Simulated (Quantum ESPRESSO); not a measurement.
TaS2:

```
Ta S
1.0
     3.35000    0.00000    0.00000
    -1.67500    2.90119    0.00000
     0.00000    0.00000    5.86000
Ta S
1 2
Direct
  0.00000 0.00000 0.00000
  0.66667 0.33333 0.75000
  0.33333 0.66667 0.25000
```

* Program: Quantum ESPRESSO 7.5
* Task: phonons
* Functional: PBE
* Potentials or basis: PseudoDojo 0.4.1 SR PBE standard
* Cutoff: 789 eV
* Density cutoff: 3157 eV
* k mesh: 9 × 9 × 5
* Occupations: gaussian, width 0.272 eV
* Spin: no spin polarisation
* Mixing beta: 0.5
* Most SCF iterations: 120
* SCF threshold: 6e-10 Ry

The atoms were relaxed first, and the response was taken there.

Question: Which optical modes does the crystal have at the zone centre, and which show in infrared and Raman spectra?

Answer: The optical modes are Eu + Eg + A2u + A1g. Infrared active: Eu + A2u. Raman active: Eg + A1g.

Optical modes at Γ, degenerate ones joined:
```
cm⁻¹  components  symmetry  active in
 217           2        Eu         IR
 262           2        Eg      Raman
 367           1       A2u         IR
 370           1       A1g      Raman
```

Caveat: the mesh is thin for the phonons of a metal.
